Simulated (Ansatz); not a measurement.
# TiAl3: properties at the relaxed cell

An exercise on one series of results from a longer session: the logs are not shown, and one member is left open.

Program: Ansatz 0.2.0. Level of theory: DFT r2SCAN, scalar-relativistic, plane waves, PAW. These are calculated values, not measurements.

1 further run of the same task is left out (set aside as unsound or not needed).

## The structure to begin with

The structure is cubic, space group Pm-3m (No. 221). The conventional cell has a = 3.956 Å, b = 3.956 Å, c = 3.956 Å, α = 90.00°, β = 90.00°, γ = 90.00°. Around Ti (site symmetry m-3m) lie 12 Al at 2.80 Å. Around Al (site symmetry 4/mmm) lie 4 Ti at 2.80 Å and 8 Al at 2.80 Å.

Coordinates:

```cif
data_structure
_symmetry_space_group_name_H-M 'P 1'
_symmetry_Int_Tables_number 1
_cell_length_a 3.9557
_cell_length_b 3.9557
_cell_length_c 3.9557
_cell_angle_alpha 90.000
_cell_angle_beta 90.000
_cell_angle_gamma 90.000
_cell_volume 61.90
loop_
_atom_site_label
_atom_site_type_symbol
_atom_site_fract_x
_atom_site_fract_y
_atom_site_fract_z
_atom_site_occupancy
Ti1 Ti 0.00000 0.00000 0.00000 1
Al1 Al 0.50000 0.50000 0.00000 1
Al2 Al 0.50000 0.00000 0.50000 1
Al3 Al 0.00000 0.50000 0.50000 1
```

It goes back to an entry of the Materials Project, which need not be the stable form.

This cell was relaxed beforehand with the same method: volume 15.47 Å³/atom, gap on the mesh none (metal).

Set-up of the first run:

File input.yaml:

```yaml
crystal:
  lattice:
    - [3.95567125, 0.0, 0.0]
    - [0.0, 3.95567125, 0.0]
    - [0.0, 0.0, 3.95567125]
  atoms:
    - { symbol: Ti, position: [0.0, 0.0, 0.0] }
    - { symbol: Al, position: [0.5, 0.5, 0.0] }
    - { symbol: Al, position: [0.5, 0.0, 0.5] }
    - { symbol: Al, position: [0.0, 0.5, 0.5] }
basis:
  ecutwfc: 500
kpoints:
  mp_grid: { grid: [10, 10, 10] }
  band_path:
    path:
      - [[0.0, 0.0, 0.0], [0.0, 0.5, 0.0], [0.5, 0.5, 0.0], [0.0, 0.0, 0.0], [0.5, 0.5, 0.5], [0.0, 0.5, 0.0]]
      - [[0.5, 0.5, 0.5], [0.5, 0.5, 0.0]]
    npoints: 14
hamiltonian:
  xc: r2scan
scf:
  occupations: { method: gaussian, width: 0.1 }
  n_extra_bands: 10
output:
  forces: true
  stress: true
  eigenvalues: true
  populations: true
  dos: { projected: true, de: 0.02, nscf_kmesh: { grid: [15, 15, 15] } }
  bader: true
  write_density: true
  write_potential: true
  elf: true
  volumetric_format: npy
```

Run with:

```console
$ ansatz run input.yaml --threads 1 --pin off --max-ram 2560MiB --backend cpu --events-out ev --progress --plain --runs-dir out
```

Steps of the session up to this table: Static run: bands, density of states and charges; Back to the database's cell; Volume × 0.97; The cell scaled to 1.03 of its volume; Volume × 0.94; The cell scaled to 1.06 of its volume; Point at V/V0 = 0.91; Volume × 1.10; The cell scaled to 0.88 of its volume.

One of the session's tables, all rows but one given; the rest of the session is left out.

It belongs to the step «Energy against volume». 

```
volume (Å³/atom)  energy above the lowest point (meV/atom)  pressure (GPa)
          13.617                                      98.9           19.02
          14.081                                      52.6           13.14
          14.545                                      22.1            8.09
          15.010                                       5.2            3.74
          15.474                                       0.0           -0.01
          15.938                                         ?               ?
          16.402                                      18.5           -6.01
          17.021                                      48.0           -9.12
```

Q: Estimate the row for volume (Å³/atom) = 15.938 from the others.

Worked estimate for «energy above the lowest point (meV/atom)». A straight line through the neighbours (15.474, 0.0) and (16.402, 18.5) gives 0.0 + (18.5 − 0.0) × (15.938 − 15.474) / (16.402 − 15.474) = 9.2; a parabola fitted to 4 rows on both sides gives 5.1.

As computed: energy above the lowest point (meV/atom): 4.9; pressure (GPa): -3.24. In «energy above the lowest point (meV/atom)» the line misses by +4.3 and the parabola by +0.2.
